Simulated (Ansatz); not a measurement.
# MoS2 in Ansatz: a series of runs

Aim: see how the results for MoS2 move with the level of theory and the settings. Levels: PBEsol+D3(BJ), PBEsol+D4. Tasks: relaxation of cell and atoms.

Everything below comes from runs of Ansatz 0.2.0. Logs are shortened: lines on timing, memory, paths and dates and some standing lists are left out, and cuts for length are marked.

**1. The slab as given**

The cell holds a slab with vacuum, 6 atoms: a = 3.185 Å, b = 3.185 Å, c = 21.671 Å, α = 90.00°, β = 90.00°, γ = 120.00°.

**2. Relaxation of cell and atoms, PBEsol+D3(BJ)**

input.yaml reads:

```yaml
crystal:
  lattice:
    - [3.184541456, 0.0, 0.0]
    - [-1.592270728, 2.7578938003, 0.0]
    - [0.0, 0.0, 21.67053472]
  atoms:
    - { symbol: Mo, position: [0.3333333333, 0.6666666667, 0.85116023] }
    - { symbol: Mo, position: [0.6666666667, 0.3333333333, 0.14883977] }
    - { symbol: S, position: [0.6666666667, 0.3333333333, 0.77962539] }
    - { symbol: S, position: [0.3333333333, 0.6666666667, 0.077251] }
    - { symbol: S, position: [0.6666666667, 0.3333333333, 0.922749] }
    - { symbol: S, position: [0.3333333333, 0.6666666667, 0.22037461] }
hamiltonian:
  xc: pbesol
  pseudopotentials: { kind: paw }
  dispersion: d3bj
kpoints:
  mp_grid: { grid: [10, 10, 2] }
scf:
  occupations: { method: fermi_dirac, width: 0.05 }
output:
  forces: true
  stress: true
relax:
  f_tol: 0.01
  max_steps: 40
  cell: { stress_tol: 0.05 }
```

Potentials or basis: Ansatz PAW.

Run with:

```console
$ ansatz run input.yaml --threads 2 --pin off --max-ram 5632MiB --backend cpu --events-out ev --progress --plain --runs-dir out
```

What it wrote:

```text
Warning: RAYON_NUM_THREADS=2 ignored (pool sized by the plan → 2); use --threads N
Engine: ansatz 0.2.0, x86_64-unknown-linux-gnu
Pseudopotentials: kind: paw
Pseudopotential: Mo, paw, valence charge 14, recommended cutoff 420 eV (normal), Mo.paw.azcp
Pseudopotential: S, paw, valence charge 6, recommended cutoff 420 eV (normal), S.paw.azcp
Functional definition: PBEsol
  exchange = pbesol_x
  correlation = pbesol_c
Crystal: 6 atoms, lattice volume = 190.324 Å³
Basis set: ecut = 420 eV, 3721 PW (Γ), exchange–correlation on 48×48×300 points (8 copies of the dense FFT grid, shifted against one another)
Bands: 32, of which v1, the nominal top of the filled ones, is band 26 counted from 1 (25 counted from 0)
Symmetry: 12 space group operations
Space group: P-3m1 (ITA 164), of the structure as read, at distance tolerance 5.8e-5 Å
k-points: 28 of 200
Non-local potential: Mo, projectors of the file, l = 0: 3, l = 1: 2, l = 2: 2, l = 3: 1
Non-local potential: S, projectors of the file, l = 0: 2, l = 1: 2, l = 2: 2
PAW form: soft (Blöchl's): semilocal exchange-correlation on the pseudo side does not see the compensation charge
PAW frozen core: Mo, regenerated for the run's functional, and the local potential with it (the file was generated under x = pbe(κ = 0.804, μ = 0.2195149727645171), c = pbe(β = 0.06672455060314922))
PAW frozen core: S, regenerated for the run's functional, and the local potential with it (the file was generated under x = pbe(κ = 0.804, μ = 0.2195149727645171), c = pbe(β = 0.06672455060314922))
PAW one-centre angular grid: Mo, 590 points (default); XC on 64 Gauss nodes
PAW one-centre angular grid: S, 110 points (default); XC on 64 Gauss nodes
Initial density: superposition of atomic densities (neutral atoms: chi_scale 0, normalization atom), corrected by the library's trained network
Initial wavefunctions: pseudopotential atomic-orbital guess
Functional: x = pbesol(κ = 0.804, μ = 0.12345679012345678), c = pbesol(β = 0.046)
SCF iter   1: F=—  HF=-13342.019038 eV  |F-HF|=—  |Δ(HF+E_count)|=         —  Δρ=5.48e-3  dr2=1.03e-1  ethr=1.77e-3  ⟨swp⟩=8.9  Hψ=4767  notcnv=0
preconditioner: auto → none  [insulator: Δε(μ)=1.324 eV  Ē_g=7.681 eV  σ=0.050 eV  W_gap=1.00  n_scr=14 (ndim 8)  ℏωp=16.1 eV  f_vac=0.413  D(μ)=0.00/eV (n_scr^D=0)  ε∞_Penn≈5.4]
SCF iter   2: F=—  HF=-13342.124657 eV  |F-HF|=—  |Δ(HF+E_count)|=   1.06e-1  Δρ=8.50e-3  dr2=1.08e0  ethr=1.98e-4  ⟨swp⟩=4.0  Hψ=2251  notcnv=0  defer=8  recentre
SCF iter   3: F=—  HF=-13342.016622 eV  |F-HF|=—  |Δ(HF+E_count)|=   1.08e-1  Δρ=3.58e-3  dr2=4.26e-2  ethr=1.98e-4  ⟨swp⟩=3.8  Hψ=1959  notcnv=0  defer=1
SCF iter   4: F=—  HF=-13342.017155 eV  |F-HF|=—  |Δ(HF+E_count)|=   5.32e-4  Δρ=2.17e-3  dr2=7.90e-3  ethr=8.20e-5  ⟨swp⟩=2.0  Hψ=1196  notcnv=0  defer=1
SCF iter   5: F=—  HF=-13342.019293 eV  |F-HF|=—  |Δ(HF+E_count)|=   2.14e-3  Δρ=6.88e-4  dr2=3.26e-4  ethr=1.52e-5  ⟨swp⟩=2.2  Hψ=1324  notcnv=0  defer=1
SCF iter   6: F=—  HF=-13342.019594 eV  |F-HF|=—  |Δ(HF+E_count)|=   3.01e-4  Δρ=2.12e-4  dr2=1.30e-4  ethr=6.26e-7  ⟨swp⟩=2.7  Hψ=1533  notcnv=0  defer=2
SCF iter   7: F=—  HF=-13342.019615 eV  |F-HF|=—  |Δ(HF+E_count)|=   2.09e-5  Δρ=5.42e-5  dr2=9.68e-6  ethr=2.50e-7  ⟨swp⟩=2.2  Hψ=1195  notcnv=0  defer=2
SCF iter   8: F=—  HF=-13342.019485 eV  |F-HF|=—  |Δ(HF+E_count)|=   1.30e-4  Δρ=1.17e-5  dr2=1.79e-7  ethr=1.86e-8  ⟨swp⟩=2.2  Hψ=1382  notcnv=0  defer=2
SCF iter   9: F=-13342.019485 eV  HF=-13342.019485 eV  |F-HF|=6.86e-9  |Δ(HF+E_count)|=   4.77e-8  Δρ=2.36e-6  dr2=1.42e-8  ethr=1.92e-10  ⟨swp⟩=5.3  Hψ=3651  notcnv=0
SCF 1 converged in 9 iterations: F = -13342.019485 eV  dr2 = 1.42e-8
relax step   1: F+E_penalty+E_count = -13342.01948529 eV  Δ(F+E_penalty+E_count) = +0.000e0 eV  max|allowed force component| = 1.977e-1 eV/Å  Δτ_max = 0.0000 Å  P = -3.182 GPa  Ω = 190.324 Å³  (9 SCF iters, dr2 threshold 1.00e-7 eV, accepted)
Crystal: 6 atoms, lattice volume = 171.718 Å³
Basis set: ecut = 420 eV, 3335 PW (Γ), exchange–correlation on 48×48×300 points (8 copies of the dense FFT grid, shifted against one another)
Initial density: handed on by an earlier stage of this run
Initial wavefunctions: those handed on with the density
iter 1 solved again at ethr=4.81e-4 eV; its pass at ethr=3.10e-3 eV (dr2=2.50e-1 eV) is discarded
SCF iter   1: F=—  HF=-13342.181869 eV  |F-HF|=—  |Δ(HF+E_count)|=         —  Δρ=1.31e-2  dr2=2.54e-1  ethr=4.81e-4  ⟨swp⟩=2.1  Hψ=5949  notcnv=0
preconditioner: auto → none  [insulator: Δε(μ)=1.359 eV  Ē_g=8.040 eV  σ=0.050 eV  W_gap=1.00  n_scr=14 (ndim 8)  ℏωp=17.0 eV  f_vac=0.410  D(μ)=0.00/eV (n_scr^D=0)  ε∞_Penn≈5.5]
SCF iter   2: F=—  HF=-13342.196186 eV  |F-HF|=—  |Δ(HF+E_count)|=   1.43e-2  Δρ=7.41e-3  dr2=9.47e-1  ethr=4.81e-4  ⟨swp⟩=4.8  Hψ=1952  notcnv=0  defer=7  recentre
SCF iter   3: F=—  HF=-13342.188363 eV  |F-HF|=—  |Δ(HF+E_count)|=   7.82e-3  Δρ=1.03e-2  dr2=7.90e-1  ethr=4.81e-4  ⟨swp⟩=5.1  Hψ=2024  notcnv=0  defer=25
SCF iter   4: F=—  HF=-13342.115713 eV  |F-HF|=—  |Δ(HF+E_count)|=   7.26e-2  Δρ=3.68e-3  dr2=1.12e-2  ethr=4.81e-4  ⟨swp⟩=4.2  Hψ=1493  notcnv=0  defer=25
SCF iter   5: F=—  HF=-13342.114517 eV  |F-HF|=—  |Δ(HF+E_count)|=   1.20e-3  Δρ=1.81e-3  dr2=6.97e-3  ethr=2.15e-5  ⟨swp⟩=2.2  Hψ=1635  notcnv=0  defer=22
SCF iter   6: F=—  HF=-13342.113618 eV  |F-HF|=—  |Δ(HF+E_count)|=   8.99e-4  Δρ=4.65e-4  dr2=1.98e-4  ethr=1.34e-5  ⟨swp⟩=2.0  Hψ=1183  notcnv=0  defer=22
SCF iter   7: F=—  HF=-13342.113546 eV  |F-HF|=—  |Δ(HF+E_count)|=   7.18e-5  Δρ=1.83e-4  dr2=3.54e-5  ethr=3.80e-7  ⟨swp⟩=2.0  Hψ=1622  notcnv=0  defer=22
[... 388 lines left out ...]
iter 4 did not close the SCF: its close was put off for the readings that it lacked (scf_convergence_deferred on its scf_iter line)
SCF iter   4: F=-13342.660433 eV  HF=-13342.660433 eV  |F-HF|=2.77e-8  |Δ(HF+E_count)|=   1.93e-8  Δρ=9.14e-6  dr2=6.50e-8  ethr=2.77e-9  ⟨swp⟩=2.6  Hψ=1587  notcnv=0
iter 5 did not close the SCF: its close was put off for the readings that it lacked (scf_convergence_deferred on its scf_iter line)
SCF iter   5: F=-13342.660433 eV  HF=-13342.660433 eV  |F-HF|=2.17e-9  |Δ(HF+E_count)|=   3.44e-8  Δρ=1.87e-6  dr2=5.51e-9  ethr=1.25e-10  ⟨swp⟩=2.0  Hψ=1240  notcnv=0
SCF iter   6: F=-13342.660433 eV  HF=-13342.660433 eV  |F-HF|=1.82e-10  |Δ(HF+E_count)|=   3.49e-9  Δρ=4.40e-7  dr2=5.62e-10  ethr=1.06e-11  ⟨swp⟩=2.0  Hψ=2830  notcnv=0
SCF 30 converged in 6 iterations: F = -13342.660433 eV  dr2 = 5.62e-10
relax step  30: F+E_penalty+E_count = -13342.66043284 eV  Δ(F+E_penalty+E_count) = -2.077e-4 eV  max|allowed force component| = 2.607e-3 eV/Å  Δτ_max = 0.0104 Å  P = +0.006 GPa  Ω = 98.025 Å³  energy of the carried Pulay correction = +5.325e-3 eV  (6 SCF iters, dr2 threshold 1.18e-7 eV, accepted)
Basis set: ecut = 420 eV, 1887 PW (Γ), exchange–correlation on 48×48×160 points (8 copies of the dense FFT grid, shifted against one another)
Initial wavefunctions: pseudopotential atomic-orbital guess (no wavefunctions were taken with the density)
iter 1 solved again at ethr=1.96e-7 eV; its pass at ethr=3.10e-3 eV (dr2=1.02e-4 eV) is discarded
SCF iter   1: F=—  HF=-13342.658026 eV  |F-HF|=—  |Δ(HF+E_count)|=         —  Δρ=2.64e-4  dr2=6.73e-6  ethr=1.96e-7  ⟨swp⟩=3.1  Hψ=6464  notcnv=0
SCF iter   2: F=—  HF=-13342.658007 eV  |F-HF|=—  |Δ(HF+E_count)|=   1.84e-5  Δρ=1.37e-4  dr2=1.75e-6  ethr=1.29e-8  ⟨swp⟩=1.3  Hψ=1072  notcnv=0
SCF iter   3: F=—  HF=-13342.658012 eV  |F-HF|=—  |Δ(HF+E_count)|=   4.82e-6  Δρ=4.29e-6  dr2=6.49e-9  ethr=3.37e-9  ⟨swp⟩=3.0  Hψ=1622  notcnv=0
SCF iter   4: F=—  HF=-13342.658012 eV  |F-HF|=—  |Δ(HF+E_count)|=   2.41e-9  Δρ=7.77e-7  dr2=4.38e-10  ethr=1.25e-11  ⟨swp⟩=2.2  Hψ=1295  notcnv=0
iter 5 did not close the SCF: its close was put off for the readings that it lacked (scf_convergence_deferred on its scf_iter line)
SCF iter   5: F=-13342.658012 eV  HF=-13342.658012 eV  |F-HF|=1.82e-12  |Δ(HF+E_count)|=  2.36e-11  Δρ=8.48e-8  dr2=7.50e-12  ethr=1.00e-12  ⟨swp⟩=2.5  Hψ=1454  notcnv=0
SCF iter   6: F=-13342.658012 eV  HF=-13342.658012 eV  |F-HF|=0.00e0  |Δ(HF+E_count)|=    0.00e0  Δρ=1.98e-8  dr2=8.19e-13  ethr=1.00e-12  ⟨swp⟩=2.4  Hψ=2711  notcnv=0
SCF 31 converged in 6 iterations: F = -13342.658012 eV  dr2 = 8.19e-13
relax step  31: F+E_penalty+E_count = -13342.65801231 eV  Δ(F+E_penalty+E_count) = +2.421e-3 eV  max|allowed force component| = 3.000e-3 eV/Å  Δτ_max = 0.0000 Å  P = +0.007 GPa  Ω = 98.025 Å³  stress off target by 9.74e-3 GPa  SCF on the basis re-selected at this cell (its energy is not comparable with the rows above)  (6 SCF iters)
basis re-selected at this cell: Δ(F+E_penalty+E_count) = +2.421e-3 eV, ΔP = +0.001 GPa vs the last step (what re-selecting the basis moved, of the pressure what is left beyond the Pulay correction that the steps carried, after the strain that the cell walked since its last selection, with what the two solves' SCF thresholds leave and, on support functions, any second-order correction that the steps lacked; it is no measure of the basis error at this ecutwfc). The dense FFT grid was sized anew with the basis: this SCF ran on 24×24×80 points, the steps before it on 24×24×150, so part of this shift can come from that change (see relax.cell in the input reference). This SCF's stress stands 9.74e-3 GPa from its target on what of the cell is left free (relax.cell.stress_tol is 5.00e-2 GPa) and its largest allowed force component is 3.00e-3 eV/Å (relax.f_tol is 1.00e-2 eV/Å): within both
SCF converged after 6 iterations
Free energy (F): -13342.658012 eV
Harris-Foulkes:  -13342.658012 eV  (|F-HF|=0.00e0)
Internal energy: -13342.657953 eV  (E = F + TS)
E sigma→0 (E₀):  -13342.657983 eV
Entropy (-TS):   -0.000060 eV (-0.010 meV/atom)
Fermi energy:    12.733714 eV
--- Per-component energies (eV) ---
  E_band       = -242.258398
  E_kinetic    = 1317.941286
  E_local      = -3510.235115  (includes V_loc(G=0)·N_el)
  E_nonlocal   = 403.285345
  E_hartree    = 1334.433808
  E_xc         = -753.717638
  E_vxc        = -812.318353  (∫ρ·V_xc dr)
  E_paw        = -8624.083422  (= ΣΔE_a)
  E_vpaw       = -309.799273  (= ΣTr[D̂ρ^β])
  E_aug_tail   = 0.000064  (compensation charges beyond the density's cutoff)
  E_ewald      = -3508.533641
  E_disp       = -2.415035  (pairwise vdW)
  E_core_change = 0.666396  (= ΣΔE_core)
  E_smearing   = -0.000060  (= −TS)
  E_closure    = 0.000000  (closes the sum)
  Σ components = -13342.658012   (vs F -13342.658012, Δ=0.00e0)
--- Forces (eV/Å), atoms counted from 1 ---
  atom   1  Mo     0.00000000     0.00000000    -0.00158353
  atom   2  Mo     0.00000000    -0.00000000     0.00158353
  atom   3  S     -0.00000000     0.00000000    -0.00299995
  atom   4  S      0.00000000    -0.00000000     0.00164759
  atom   5  S     -0.00000000     0.00000000    -0.00164759
  atom   6  S     -0.00000000    -0.00000000     0.00299995
  max |Σ_I F_I| component: 4.63e-18 eV/Å
--- Stress (GPa, compression-positive) ---
        0.009744       0.000000      -0.000000
        0.000000       0.009744       0.000000
       -0.000000       0.000000       0.000037
  P = ⅓ Tr σ = 0.0065 GPa (0.065 kbar)
--- Relaxed structure (30 steps of the walk, 29 accepted, 1 SCFs on fresh bases) ---
  F+E_penalty+E_count = -13342.65801231 eV   max|allowed force component| = 3.000e-3 eV/Å   (the final SCF, on the basis selected at the relaxed cell)
  cell:  # Å, volume = 98.0246 Å³
    - [3.1088930031131317, 8.529940892917823e-34, -3.1276449940698685e-33]
    - [-1.5544465015565658, 2.692380318343666, -7.083020346222128e-32]
    - [-2.128335911851093e-32, -5.688461437129285e-31, 11.710967681167906]
  atoms:
    - { symbol: Mo, position: [0.33333333333333337, 0.6666666666666667, 0.750145448465646] }
    - { symbol: Mo, position: [0.6666666666666667, 0.33333333333333337, 0.24985455153435385] }
    - { symbol: S, position: [0.6666666666666667, 0.33333333333333337, 0.6166596771458911] }
    - { symbol: S, position: [0.33333333333333337, 0.6666666666666667, 0.11636756842014556] }
    - { symbol: S, position: [0.6666666666666667, 0.33333333333333337, 0.8836324315798546] }
    - { symbol: S, position: [0.33333333333333337, 0.6666666666666667, 0.383340322854109] }
```

Run time: 5.5 min. Hardware: 2 threads of Intel Xeon at 2.50GHz (Skylake/Cascade Lake), shared host; peak memory 0.55 GiB.

What came out:

```yaml
Free_energy: -13342.6580 eV
Relaxed_volume: 16.34 Å³/atom
Relaxed_cell: a = 3.109 Å, b = 3.109 Å, c = 11.711 Å, α = 90.00°, β = 90.00°, γ = 120.00°
Space_group_after_relaxing_to_0.05_Å: P6_3/mmc (No. 194)
Energy_gained_by_relaxing: 106.4 meV/atom
Ionic_steps: 30
Band_gap_on_the_k_mesh: 0.57 eV
```

Forces on the atoms (eV/Å):
```
Mo   0.000  0.000 -0.002
Mo   0.000  0.000  0.002
S    0.000  0.000 -0.003
S    0.000  0.000  0.002
S    0.000  0.000 -0.002
S    0.000  0.000  0.003
```

The path:
| step | energy change (eV) | largest force (eV/Å) | volume (Å³) |
| --- | --- | --- | --- |
| 1 | 0.0000 | 0.1977 | 190.32 |
| 2 | -0.0941 | 0.3474 | 171.72 |
| 3 | -0.1642 | 0.2693 | 176.10 |
| 4 | -0.1677 | 0.4422 | 178.24 |
| 5 | -0.1844 | 0.0382 | 178.05 |
| 6 | -0.1855 | 0.0044 | 176.32 |
| 7 | -0.1856 | 0.0060 | 175.89 |
| 8 | -0.1864 | 0.0304 | 171.76 |
| 9 | -0.1873 | 0.0867 | 166.10 |
| 10 | -0.1889 | 0.0963 | 162.66 |
| 11 | -0.1933 | 0.0431 | 156.96 |
| 12 | -0.1969 | 0.1161 | 151.30 |
| 13 | -0.1975 | 0.2277 | 146.93 |
| 14 | -0.2037 | 0.1678 | 139.28 |
| 15 | -0.2157 | 0.1392 | 137.00 |
| 16 | -0.2274 | 0.1085 | 132.14 |
| 17 | -0.2415 | 0.0644 | 127.91 |
| 18 | -0.2584 | 0.1674 | 123.68 |
| 19 | -0.2811 | 0.1841 | 120.07 |
| 20 | -0.3084 | 0.2922 | 116.45 |
| 21 | -0.3436 | 0.2776 | 113.36 |
| 22 | -0.3898 | 0.2719 | 110.09 |
| 23 | -0.4441 | 0.2538 | 107.16 |
| 24 | -0.5050 | 0.2541 | 104.37 |
| 25 | -0.5680 | 0.2506 | 101.57 |
| 26 | -0.6172 | 0.1686 | 99.29 |
| 27 | -0.6323 | 0.1971 | 98.45 |
| 28 | -0.6407 | 0.0268 | 98.02 |
| 29 | -0.6409 | 0.0026 | 98.02 |
| 30 | -0.6385 | 0.0030 | 98.02 |

Final structure:
```
Mo S
1.0
     3.10889    0.00000    0.00000
    -1.55445    2.69238    0.00000
     0.00000    0.00000   11.71097
Mo S
2 4
Direct
  0.33333 0.66667 0.75015
  0.66667 0.33333 0.24985
  0.66667 0.33333 0.61666
  0.33333 0.66667 0.11637
  0.66667 0.33333 0.88363
  0.33333 0.66667 0.38334
```

Caveat: the volume moved by over 15 % at a fixed basis, so the end points are rough; the plane-wave basis is chosen anew once the cell has moved, so the energies of steps on either side of that aren't comparable; the PAW data sets come from PBE, with cores solved anew for the run's functional, which leaves a small shift of forces and pressure. PBEsol gaps usually lie below the measured ones, often by a third to a half.

**3. Relaxation of cell and atoms, PBEsol+D4**

input.yaml, as its differences from that of step 2:

```diff
@@ -15,3 +15,3 @@
   pseudopotentials: { kind: paw }
-  dispersion: d3bj
+  dispersion: d4
 kpoints:
```

Potentials or basis: Ansatz PAW.

Run with:

```console
$ ansatz run input.yaml --threads 2 --pin off --max-ram 5632MiB --backend cpu --events-out ev --progress --plain --runs-dir out
```

Wall time 60 s (2 threads of Intel Xeon at 2.50GHz (Skylake/Cascade Lake), shared host); peak memory 0.55 GiB.

The run converged. Its results:

| Property | Result |
| --- | --- |
| Free energy | -13341.5760 eV |
| Relaxed volume | 30.21 Å³/atom |
| Relaxed cell | a = 3.124 Å, b = 3.124 Å, c = 21.449 Å, α = 90.00°, β = 90.00°, γ = 120.00° |
| Space group after relaxing (to 0.05 Å) | P-3m1 (No. 164) |
| Energy gained by relaxing | 19.6 meV/atom |
| Ionic steps | 6 |
| Largest force after relaxing | 0.007 eV/Å |
| Band gap on the k mesh | 1.17 eV |

Forces in eV/Å, atoms in the order of the input:
```
Mo   0.000  0.000 -0.002
Mo   0.000  0.000  0.002
S    0.000  0.000 -0.005
S    0.000  0.000 -0.007
S    0.000  0.000  0.007
S    0.000  0.000  0.005
```

The path:
```tsv
step	energy change (eV)	largest force (eV/Å)	volume (Å³)
1	0.0000	0.1851	190.32
2	-0.0376	0.3291	173.52
3	-0.1058	0.1849	179.91
4	-0.1116	0.2560	182.58
5	-0.1177	0.0065	181.28
6	-0.1173	0.0067	181.28
```

Final structure:
```xyz
6
Lattice="3.1240 0.0000 0.0000 -1.5620 2.7054 0.0000 0.0000 0.0000 21.4489" Properties=species:S:1:pos:R:3 pbc="T T T"
Mo    0.0000    1.8036   18.4661
Mo    1.5620    0.9018    2.9827
S     1.5620    0.9018   16.9054
S     0.0000    1.8036    1.4214
S     1.5620    0.9018   20.0275
S     0.0000    1.8036    4.5435
```

Caveat: the plane-wave basis is chosen anew once the cell has moved, so the energies of steps on either side of that aren't comparable; the PAW data sets come from PBE, with cores solved anew for the run's functional, which leaves a small shift of forces and pressure.
